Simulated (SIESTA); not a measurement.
Crystal: HfO2.

```
Hf O
1.0
     5.11800    0.00000    0.00000
     0.00000    5.18570    0.00000
    -0.85866    0.00000    5.21387
Hf O
4 8
Direct
  0.27550 0.46030 0.70800
  0.72450 0.96030 0.79200
  0.72450 0.53970 0.29200
  0.27550 0.03970 0.20800
  0.07420 0.16840 0.84670
  0.92580 0.66840 0.65330
  0.92580 0.83160 0.15330
  0.07420 0.33160 0.34670
  0.44870 0.74190 0.98010
  0.55130 0.24190 0.51990
  0.55130 0.25810 0.01990
  0.44870 0.75810 0.48010
```

Base run:

| Property | Result |
| --- | --- |
| Program | SIESTA 5.4.2 |
| Functional | RPBE |
| Potentials or basis | PseudoDojo 0.4 standard (PBE files) |
| Basis | DZP (energy shift 0.003 Ry; two zetas on semicore shells) |
| Grid cutoff | 800 Ry |
| Energy shift | 0.003 Ry |
| k mesh | 5 × 5 × 5 |
| Occupations | fermi-dirac, width 0.05 eV |
| Spin | no spin polarisation |

Its results: band gap on the k mesh 4.09 eV, indirect (least direct gap 4.16 eV); pressure 12.8 GPa; largest force 0.535 eV/Å.

The run is repeated on the same cell with these changes: functional from RPBE to AM05; potentials or basis from PseudoDojo 0.4 standard (PBE files) to PseudoDojo 0.4 standard (PBEsol files). What comes out?

Band gap on the k mesh 3.92 eV, indirect (least direct gap 4.00 eV); pressure 1.1 GPa; largest force 0.465 eV/Å.

Caveats: short orbitals over semicore shells can move pressures by several GPa; the potentials were made for another functional, which shifts forces and pressure; spin-orbit coupling is left out, which moves the levels of the heavy elements; the basis of atomic orbitals isn't converged, which shifts pressures, moduli and gaps.

A k mesh can miss the band edges.
